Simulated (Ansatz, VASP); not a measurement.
# CeO2 in VASP and in Ansatz

Contents of INCAR:

```
PREC = Accurate
ENCUT = 520
EDIFF = 1E-7
ISMEAR = 0
SIGMA = 0.05
LREAL = False
LASPH = True
NELM = 150
ALGO = Normal
ISIF = 2
LWAVE = False
LCHARG = False
LMAXMIX = 6
LDAU = True
LDAUTYPE = 2
LDAUL = 3 -1
LDAUU = 5 0
LDAUJ = 0 0
LDAUPRINT = 1
GGA = PE
NBANDS = 19
```

The input KPOINTS:

```
regular mesh
0
Gamma
  12 12 12
```

Contents of POSCAR:

```
CeO2
1.0
    0.0000000000      2.7540321272      2.7540321272
    2.7540321272      0.0000000000      2.7540321272
    2.7540321272      2.7540321272      0.0000000000
Ce O
1 2
Direct
    0.0000000000      0.0000000000      0.0000000000
    0.2500000000      0.2500000000      0.2500000000
    0.7500000000      0.7500000000      0.7500000000
```

Input for Ansatz:

```yaml
crystal:
  lattice:
    - [0.0, 2.7540321272, 2.7540321272]
    - [2.7540321272, 0.0, 2.7540321272]
    - [2.7540321272, 2.7540321272, 0.0]
  atoms:
    - { symbol: Ce, position: [0.0, 0.0, 0.0] }
    - { symbol: O, position: [0.25, 0.25, 0.25] }
    - { symbol: O, position: [0.75, 0.75, 0.75] }
basis:
  ecutwfc: 420
  ecutrho_ratio: 4
kpoints:
  mp_grid: { grid: [12, 12, 12] }
hamiltonian:
  xc: pbe
  hubbard: { sites: [{ species: Ce, l: f, u_eff: 5.0 }] }
scf:
  occupations: { method: gaussian, width: 0.05 }
output:
  forces: true
  stress: true
  eigenvalues: true
  populations: true
  hubbard: { sites: [{ species: Ce, l: f }] }
```

Alike in both runs: task single point; functional PBE; k mesh 12 × 12 × 12; occupations gaussian, width 0.05 eV; no spin polarisation; Hubbard terms Ce f U = 5.0 eV.

```csv
,VASP,Ansatz
version,VASP 6.6.1,Ansatz 0.2.0
potentials or method,"VASP PAW PBE potentials, release 64 (Ce, O)","scalar-relativistic, plane waves, PAW"
plane-wave cutoff (eV),520,420
valence electrons in the cell,24,24
```

VASP gave:

* gap on the k mesh at the Fermi level (eV): 2.24
* least direct gap on the mesh (eV): 2.43
* pressure (GPa): -0.7

**Question.** Which values does Ansatz return?

**Answer.** gap on the k mesh at the Fermi level (eV): 2.19; least direct gap on the mesh (eV): 2.35; pressure (GPa): -3.4.

The programs project onto different local orbitals, so the same U acts differently.

Caveats: spin-orbit coupling is left out, which moves the levels of the heavy elements. Spin polarisation is off, so any magnetic state and its effect on volume and gap are missing. A k mesh can miss the band edges.
